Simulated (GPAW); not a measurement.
CoSi: equation of state with BLYP+D3(BJ)

The system is CoSi.

```
Co Si
1.0
     4.43800    0.00000    0.00000
     0.00000    4.43800    0.00000
     0.00000    0.00000    4.43800
Co Si
4 4
Direct
  0.86000 0.64000 0.36000
  0.64000 0.36000 0.86000
  0.36000 0.86000 0.64000
  0.14000 0.14000 0.14000
  0.15700 0.34300 0.65700
  0.34300 0.65700 0.15700
  0.65700 0.15700 0.34300
  0.84300 0.84300 0.84300
```

```json
{"Program": "GPAW 26.7.0", "Task": "equation of state", "Functional": "BLYP", "Dispersion": "D3(BJ)", "Potentials or basis": "PAW data sets generated in the run's folder for this functional", "Cutoff": "600 eV", "Basis": "pw", "k mesh": "4 × 4 × 4", "Occupations": "fermi-dirac, width 0.05 eV", "Spin": "collinear spin, ferromagnetic start", "Starting moments": "[2.0, 2.0, 2.0, 2.0, 0.0, 0.0, 0.0, 0.0] μB"}
```

```yaml
Equilibrium_volume: 10.59 Å³/atom
Bulk_modulus_at_fixed_shape_and_positions: 232 GPa
Pressure_derivative_of_the_bulk_modulus: "4.2 (rough: it moves with the points fitted)"
```

Energy against volume, from the lowest point:
```csv
volume (Å³/atom),energy (meV/atom)
10.271,6.74
10.489,0.00
10.708,0.15
10.926,6.26
11.145,18.21
11.363,34.98
11.582,56.16
```

Run time: 7.3 min on 1 thread of AMD EPYC 9R45 96-Core Processor (Zen 5), on a shared host, peak memory 0.47 GiB.

Caveat: the cell was scaled at fixed shape and fractional positions, which overstates the stiffness of a crystal with free parameters, most of all of layers and chains.
